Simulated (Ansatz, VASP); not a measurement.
# One calculation of NaI, two programs

```
CELL_PARAMETERS angstrom
0.00000 3.23640 3.23640
3.23640 0.00000 3.23640
3.23640 3.23640 0.00000
ATOMIC_POSITIONS crystal
I 0.50023 0.50018 0.49698
Na 0.01179 0.00480 0.99300
```

Change from the starting cell: atoms moved at random, drawn with an rms of 0.05 Å.

Alike in both runs: task single point; functional PBE; k mesh 7 × 7 × 7; occupations fermi-dirac, width 0.05 eV; no spin polarisation.

|  | VASP | Ansatz |
| --- | --- | --- |
| version | VASP 6.6.1 | Ansatz 0.2.0 |
| potentials or method | VASP PAW PBE potentials, release 64 (I, Na_pv) | Ansatz PAW |
| plane-wave cutoff (eV) | 520 | 420 |
| valence electrons in the cell | 14 | 26 |

|  | VASP | Ansatz | Ansatz less VASP |
| --- | --- | --- | --- |
| gap on the k mesh at the Fermi level (eV) | 3.64 | 3.64 | +0.004 |
| least direct gap on the mesh (eV) | 3.64 | 3.64 | +0.004 |
| pressure (GPa) | 0.4 | 0.4 | -0.01 |
| rms of the force components (eV/Å) | 0.030 | 0.030 | -0.0003 |

Atom by atom the forces differ by 0.000 eV/Å (rms over components). The two sets of potentials don't hold the same shells in valence.

Caveats: spin-orbit coupling is left out, which moves the levels of the heavy elements; odd divisions of the mesh miss points on the zone boundary, where band edges often lie, so the gap on the mesh can be too wide (Ansatz).
